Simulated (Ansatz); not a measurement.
Be:

```
Be
1.0
     2.28530    0.00000    0.00000
    -1.14265    1.97913    0.00000
     0.00000    0.00000    3.58420
Be
2
Direct
  0.66667 0.33333 0.75000
  0.33333 0.66667 0.25000
```

Program: Ansatz 0.2.0. Alike in all runs: task single point; potentials or basis Ansatz PAW; no spin polarisation; cell as given; k mesh 13 × 13 × 8; cutoff (eV) 420.

Problem. Order these runs on this cell by their pressure, lowest first.
A. level LDA; smearing gaussian 0.05 eV
B. level LDA+D4; smearing gaussian 0.1 eV
C. level PBE; smearing gaussian 0.1 eV
D. level RPBE; smearing gaussian 0.02 eV

Solution. B (-10.4 GPa), A (-8.2 GPa), C (-2.8 GPa), D (0.2 GPa).

Caveats: the PAW data sets come from PBE, with cores solved anew for the run's functional, which leaves a small shift of forces and pressure (some runs); the potentials were made for another functional, which shifts forces and pressure (some runs); pairwise dispersion overbinds metals, which lowers pressure and volume (some runs).

Not every run made on this cell is shown here.
